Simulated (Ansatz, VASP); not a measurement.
# GaSb in VASP and in Ansatz

File INCAR:

```
ALGO = Normal
EDIFF = 1E-6
ENCUT = 520
GGA = PE
ISIF = 2
ISMEAR = -1
LASPH = T
LCHARG = F
LREAL = F
LWAVE = F
NBANDS = 16
NELM = 60
PREC = Accurate
SIGMA = 0.1
```

File KPOINTS:

```
k-points
0
Gamma
  13 13 13
```

File POSCAR:

```
GaSb
1.0
    2.9595525907      0.0000000000      0.0000000000
    0.0000000000      2.9595525907      0.0000000000
    0.0000000000      0.0000000000      2.9595525907
Ga Sb
1 1
Direct
    0.0000000000      0.0000000000      0.0000000000
    0.5000000000      0.5000000000      0.5000000000
```

Input for Ansatz:

```yaml
crystal:
  lattice:
    - [2.9595525907, 0.0, 0.0]
    - [0.0, 2.9595525907, 0.0]
    - [0.0, 0.0, 2.9595525907]
  atoms:
    - { symbol: Ga, position: [0.0, 0.0, 0.0] }
    - { symbol: Sb, position: [0.5, 0.5, 0.5] }
kpoints:
  mp_grid: { grid: [13, 13, 13] }
  band_path:
    path:
      - [0.0, 0.0, 0.0]
      - [0.0, 0.5, 0.0]
      - [0.5, 0.5, 0.0]
      - [0.0, 0.0, 0.0]
      - [0.5, 0.5, 0.5]
      - [0.0, 0.5, 0.0]
      - [0.5, 0.5, 0.5]
      - [0.5, 0.5, 0.0]
    npoints: 8
scf:
  occupations: { method: fermi_dirac, width: 0.1 }
hamiltonian:
  xc: pbe
  pseudopotentials: { kind: all_electron, lapw: { basis_error: 0.001 } }
output:
  forces: true
  stress: true
  eigenvalues: true
  populations: true
  dos: { projected: true, de: 0.2, e_range: [-14, 8] }
```

Change from the starting cell: volume scaled by 0.55, LAPW.

Alike in both runs: task single point; functional PBE; k mesh 13 × 13 × 13; occupations fermi-dirac, width 0.1 eV; no spin polarisation.

```csv
,VASP,Ansatz
version,VASP 6.6.1,Ansatz 0.2.0
potentials or method,"VASP PAW PBE potentials, release 64 (Ga_d, Sb)","all-electron LAPW, scalar-relativistic"
plane-wave cutoff (eV),520,see its input
```

|  | VASP | Ansatz | Ansatz less VASP |
| --- | --- | --- | --- |
| pressure (GPa) | 128.7 | 127.2 | -1.54 |

Ansatz ran all-electron here, so the differences hold the error of VASP's frozen core and of both bases.

Caveats: the cell as given lies far from equilibrium; so large a pressure means that the cell lies far from this level's equilibrium, or that cutoff or potentials fall short (VASP). Spin-orbit coupling is left out, which matters for the levels of Sb.
